Near rest, a 1 % change in the volume of this tungsten crystal takes about 3 GPa of pressure and costs only about 1.5 meV per atom. If the crystal were a perfect spring, twice the strain would take twice the pressure and four times the energy. The table follows the crystal well past 1 %, from squeezed to stretched, in equal steps of 2 % of the given cell (16.73 Å³ per atom). The last row is left open: what energy and what pressure belong to a volume of 17.73 Å³ per atom?

GPAW 26.7.0, PBE with PAW data sets (gpaw-data 1.2.1), no spin polarisation or spin–orbit coupling: face-centred cubic tungsten at fixed cell shape. Plane-wave cutoff 600 eV, 11×11×11 k mesh, Fermi–Dirac smearing of 0.05 eV. Energies are counted from the minimum of the fitted energy–volume curve; negative pressure means tension.

```
volume (Å³/atom)  energy (meV/atom)  pressure (GPa)
           15.73              29.57          14.010
           16.06               7.79           6.910
           16.40               0.04           0.530
           16.73               4.95          -5.180
           17.07              21.15         -10.290
           17.40              47.44         -14.840
           17.73                  ?               ?
```

### From 15.73 to 16.40: letting go of the squeeze

The top row is a crystal under 14 GPa. As it is allowed to expand, both pressure and energy fall. They are bound together, because pressure is the slope of the energy with its sign reversed, $P=-\mathrm{d}E/\mathrm{d}V$, with $E$ the energy and $V$ the volume per atom. Each column can therefore be used to test a forecast made from the other.

The first step takes off 7.10 GPa, but the second only 6.38 GPa. A perfect spring would lose the same amount each time. The crystal is already becoming softer, although it is still under compression.

### From 16.40 to 16.73: through the minimum

Between these rows the pressure changes sign. The crystal is at rest at about 16.42 Å³ per atom, and beyond that a negative pressure means that it is being pulled. The given cell is thus slightly stretched. At rest the bulk modulus, $K=-V\,\mathrm{d}P/\mathrm{d}V$, is about 293 GPa.

This is face-centred cubic tungsten, not the body-centred metal of everyday use. The face-centred form is known to lie higher in energy and to give way when the cube is flattened or drawn out along one edge. Here the shape is held fixed, so the minimum shows stability against a uniform change of volume and no more. The energies are counted from the minimum of this curve and do not compare the two crystals.

Why should a metal soften as it expands? Standard theory of bonding sees two opposing tendencies. The d electrons gain energy by spreading over neighbouring atoms, which pulls the atoms together; the crowding of outer electrons against the ion cores, and the overlap of inner shells, push them apart. Taken together, the push must change more steeply with distance than the pull, or the crystal would have no stable volume.

At rest the two forces cancel, but their stiffnesses do not. The resistance to a change of volume comes from the steeper push, less what the pull takes away, and the push is also the part that fades first on stretching. The table contains only the sum of the two, so this division is argued from theory, while the softening itself is plain in the numbers.

A two-atom molecule shows the same behaviour in its simplest form: its bond is hard to shorten and easier to lengthen. The likeness covers the shape of the curve near its minimum. It does not extend to a count of separate bonds, because in the metal twelve neighbours share the same electrons.

### From 16.73 to 17.40: under tension

The pull now grows with each step, but by less and less: 5.11 GPa, then 4.55 GPa. Tension and stiffness must be kept apart here. The tension rises as long as the modulus is positive, even while the modulus itself is falling.

How fast does it fall? The modulus can be read from a smooth law fitted to the known pressures, the same law that serves for the forecast below. At 17.40 Å³ per atom it is about 225 GPa, which is 68 GPa below its value at rest, under a tension of 14.84 GPa. Each gigapascal of tension has therefore removed between four and five gigapascals of stiffness. This ratio is the slope of the modulus with pressure, averaged over the stretch from rest to this row.

In terms of distance the effect is striking. From the top row to 17.40 Å³ per atom the bond grows from 2.812 to 2.909 Å, or by 3.4 %, and the modulus drops by 36 %. A small change of bond length is a large change of stiffness.

### The step to 17.73: a forecast

The forecast needs a law that has this softening in it. The Birch–Murnaghan law measures deformation by the strain

$$f=\tfrac12\left[(V/V_g)^{-2/3}-1\right],$$

where $V_g$ is the volume of the given cell. The strain is usually counted from the volume at rest; the choice made here changes the constants of the law but not its curve. Equal steps in volume become smaller steps in $f$ as the crystal expands, so part of the softening is already in the measure of strain. A short series in $f$ can then describe the rest.

The energy is written as a cubic in $f$. Taking its slope with respect to volume gives the pressure,

$$P=(V/V_g)^{-5/3}\,(b_0+b_1f+b_2f^2),$$

with three constants $b_0$, $b_1$ and $b_2$. The two laws were fitted separately, one to the energies and one to the pressures of the six known rows. The row at 17.73 Å³ per atom took no part in either fit.

The pressure law gives −18.94 GPa, with an error bar of ± 0.15 GPa. The pressure should thus be more negative than in the row above, with a drop smaller than 4.55 GPa. The energy law gives 82.8 meV per atom, ± 0.4 meV. The last energy step should exceed the one before it.

The energy can also be estimated by hand, as the work done by the mean tension over the last step. The step is 2 % of 16.73 Å³, or 0.335 Å³, and 1 eV/Å³ equals 160.2 GPa:

$$\Delta E\approx\frac{14.84+18.94}{2}\times\frac{0.335}{160.2}\ \mathrm{eV}\approx 35.3\ \mathrm{meV}.$$

Added to the 47.44 meV of the row above, this gives 82.7 meV, close to the value from the energy law.

The error bars are a judgement. Both laws follow the known rows closely, but a step beyond the last of them magnifies small scatter, and the next term of the series has been dropped. The bars are therefore several times wider than the typical error when one known row is left out and predicted from the others.

Two simpler laws make different forecasts. A parabola in volume, which is the energy of a perfect spring, gives 88.0 meV, and the energy should stay below that. A pressure quadratic in volume does allow softening, and it gives −18.66 GPa. That lies outside the error bar, so the open row can tell the laws apart.

The withheld rows as computed:

```
volume (Å³/atom)  energy (meV/atom)  pressure (GPa)
           17.73              82.71         -18.910
```

### What the last row shows

Both forecasts hold. The energy law is too high by 0.10 meV per atom and the pressure law too negative by 0.03 GPa, each well inside its bar. Errors of this size also appear when known rows are left out in turn, so they call for no special cause. The directions are right as well: the energy step grows to 35.27 meV, while the pressure drop shrinks to 4.07 GPa.

The perfect spring overshoots the energy by 5.2 meV. It keeps one stiffness for the whole range, so it makes the stretched crystal too hard to pull further. This is the price of leaving out the softening.

The quadratic pressure errs the other way, with 0.25 GPa too little tension. It lets each pressure drop shrink by the same amount. In the table the shrinkage itself weakens, from 0.72 GPa at the top to 0.48 GPa at the bottom. A law with constant shrinkage therefore flattens too soon, and the error shows as soon as it leaves the rows to which it was fitted.

One small miss has a traceable origin. Integrating the fitted pressure law from the given cell to the last row gives an energy that is 0.16 meV too high. On the known rows the listed pressures lie on average 0.03 GPa below those implied by the energy slopes, and over the 1.0 Å³ of this path such an offset adds about 0.2 meV. The offset may come from the finite set of plane waves, which can affect pressure and energy differently; that is a guess which a larger set would test.

The success covers one step beyond the known rows, in a crystal that still firmly resists a uniform stretch. All values are for a static lattice, and their convergence with k mesh and wave cutoff was not tested here. The fits, with the errors of their constants, are in the output printed below.

The analysis program printed:

```
fit of energy on 6 rows: constant 4.951 +/- 0.013, coefficient of f -1612 +/- 1.6, coefficient of f2 130954 +/- 116, coefficient of f3 54589 +/- 7632; rms 0.0111, worst 16.4 0.0171, leave-one-out rms 0.0759
  rows outside the fit (model, value, miss): 17.73 82.81, 82.71, 0.104
fit of pressure on 6 rows: coefficient of w -5.174 +/- 0.0075, coefficient of wf 834.6 +/- 0.59, coefficient of wf2 551.4 +/- 44; rms 0.00898, worst 16.06 -0.013, leave-one-out rms 0.0295
  rows outside the fit (model, value, miss): 17.73 -18.94, -18.91, -0.0318
fit of energy on 6 rows: constant 14519 +/- 411, coefficient of v -29521 +/- 830, coefficient of v2 15007 +/- 419; rms 0.725, worst 16.06 0.941, leave-one-out rms 2.32
  rows outside the fit (model, value, miss): 17.73 87.95, 82.71, 5.24
fit of pressure on 6 rows: constant 1063 +/- 17, coefficient of v -1864 +/- 35, coefficient of v2 796 +/- 18; rms 0.0308, worst 16.06 0.0394, leave-one-out rms 0.0982
  rows outside the fit (model, value, miss): 17.73 -18.66, -18.91, 0.249
zero-pressure volume from pressure law, angstrom^3/atom: 16.42
bulk modulus at zero pressure from pressure law, GPa: 292.8
mean listed pressure less energy slope on known rows, GPa: -0.03017
forecast pressure change over last step, GPa: -4.102
forecast energy change over last step, meV/atom: 35.37
error bar of energy forecast, meV/atom: 0.4
error bar of pressure forecast, GPa: 0.15
withheld energy by the pressure route, meV/atom: 82.87
pressure route less computed energy in withheld row, meV/atom: 0.163
bond length, modulus of the pressure law, and changes from the row before:
    row  bond_A  modulus_GPa  dP_GPa  dE_meV
  15.73   2.812        353.7     n/a     n/a
  16.06   2.832        323.1    -7.1  -21.78
   16.4   2.852        295.1   -6.38   -7.75
  16.73   2.871        269.6   -5.71    4.91
  17.07    2.89        246.2   -5.11    16.2
   17.4   2.909        224.8   -4.55   26.29
  17.73   2.927        205.2   -4.07   35.27
```
